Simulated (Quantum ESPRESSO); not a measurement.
Runs of Quantum ESPRESSO 7.5 on MnS. Symmetry: Fm-3m, No. 225, cubic system. Conventional cell: a = 5.209 Å, b = 5.209 Å, c = 5.209 Å, α = 90.00°, β = 90.00°, γ = 90.00°. Around Mn (site symmetry m-3m) lie 6 S at 2.60 Å. S (site symmetry m-3m) has 6 Mn at 2.60 Å as nearest neighbours. 

```tsv
task	level	potentials or basis	spin	cell	k mesh	cutoff (eV)	smearing	iterations	mixing beta	form of the LDA correlation	q mesh	mesh quality	gap on the mesh (eV)	pressure (GPa)	moment (μB)
energy-loss spectrum	PBE	SG15 PBE 1.2	off	as given	5 × 5 × 5	952	methfessel-paxton 0.136 eV	400	0.5	-	-	coarse	none	-22.9	-
phonon dispersion	LDA	GBRV 1.5 LDA	collinear, ferromagnetic start	relaxed	10 × 10 × 10	612	cold 0.2 eV	-	0.3	PZ81	2 × 2 × 2	not flagged	none	-0.1	(a)
phonon dispersion	PBEsol	GBRV 1.5 PBEsol	collinear, ferromagnetic start	relaxed	10 × 10 × 10	612	cold 0.2 eV	-	0.3	-	2 × 2 × 2	not flagged	none	0.0	4.13
phonon dispersion	PBE	GBRV 1.5 PBE	collinear, ferromagnetic start	relaxed	10 × 10 × 10	612	cold 0.2 eV	-	0.3	-	2 × 2 × 2	not flagged	none	0.0	4.56
```

Task: Estimate the missing entries.

Result: (a) 3.61.

Caveats: some runs use coarse meshes; semilocal functionals often make such compounds metallic where correlation or magnetic order opens a gap, which also shifts bond lengths; a cell with one magnetic atom can't hold antiferromagnetic order, which such compounds often take (some runs); the wave vector is under the mesh spacing, so the intraband response is poorly sampled (some runs); the Lanczos chain is short for so many electrons, so humps in the spectrum may be artefacts (some runs); so large a pressure means that the cell lies far from this level's equilibrium, or that cutoff or potentials fall short (some runs); some modes are imaginary (some runs).

A gap of «none» marks a metal or a gap under the smearing width.
